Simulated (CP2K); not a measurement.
Crystal: Pb.

```
Pb
1.0
     3.48000    0.00000    0.00000
    -1.74000    3.01377    0.00000
     0.00000    0.00000    5.59000
Pb
2
Direct
  0.66667 0.33333 0.75000
  0.33333 0.66667 0.25000
```

This isn't the form of Pb at room conditions, which is fcc.

| Property | Result |
| --- | --- |
| Program | CP2K 2026.2 |
| Task | single point |
| Functional | PBE |
| Potentials or basis | POTENTIAL_UZH Pb GTH-PBE-q4; TZVP-MOLOPT-PBE-GTH basis |
| Density cutoff | 6123 eV |
| k mesh | 9 × 9 × 5 |
| Occupations | fermi-dirac, width 0.05 eV |
| Spin | no spin polarisation |

On this cell: pressure 5.2 GPa; largest force under 0.003 eV/Å; band gap on the k mesh none (metal or under the smearing width).

The same run follows on a disturbed copy (atoms moved at random, drawn with an rms of 0.05 Å):

```
CELL_PARAMETERS angstrom
3.48000 0.00000 0.00000
-1.74000 3.01377 0.00000
0.00000 0.00000 5.59000
ATOMIC_POSITIONS crystal
Pb 0.67832 0.35185 0.74640
Pb 0.34252 0.68720 0.25624
```

Q: What does the disturbed cell give?

A: The energy (extrapolated to zero smearing) moves by +1.6 meV/atom; pressure 5.2 GPa; largest force 0.127 eV/Å; band gap on the k mesh none (metal or under the smearing width).

Forces in eV/Å, atoms in the order of the input:
```
Pb  -0.005  0.002  0.127
Pb   0.005 -0.003 -0.127
```

Stress tensor (GPa, compression positive):
```
3.69 0.02 0.01
0.02 3.71 0.00
0.01 0.00 8.29
```

Caveats: the basis of atomic orbitals isn't converged, which shifts pressures, moduli and gaps.
